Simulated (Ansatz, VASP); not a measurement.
## Two plane-wave programs on Cr

```
CELL_PARAMETERS angstrom
2.31507 0.00000 0.00000
0.00000 2.31507 0.00000
0.00000 0.00000 2.31507
ATOMIC_POSITIONS crystal
Cr 0.00000 0.00000 0.00000
```

Alike in both runs: functional PBEsol; k mesh 8 × 8 × 8; occupations gaussian, width 0.1 eV; no spin polarisation.

Ansatz relaxed the structure, and its values are those at the end. VASP's run is a single point on that final structure, the one shown.

```csv
,VASP,Ansatz
version,VASP 6.6.1,Ansatz 0.2.0
potentials or method,"VASP PAW PBE potentials, release 64 (Cr_pv)","scalar-relativistic, plane waves, PAW"
plane-wave cutoff (eV),520,420
valence electrons in the cell,12,14
```

```csv
,VASP,Ansatz,Ansatz less VASP
gap on the k mesh at the Fermi level (eV),none,none,-
pressure (GPa),0.0,0.0,+0.01
```

A gap of «none» marks a metal or a gap that the smearing closes. The functional is the same, so the differences come from potentials, cutoffs and numerics. The two sets of potentials don't hold the same shells in valence.

Caveats: the PAW data sets were made with another functional, which shifts forces and pressure a little (VASP); the run has no spin polarisation, though such a crystal can be magnetic. Spin polarisation is off, so any magnetic state and its effect on volume and gap are missing.
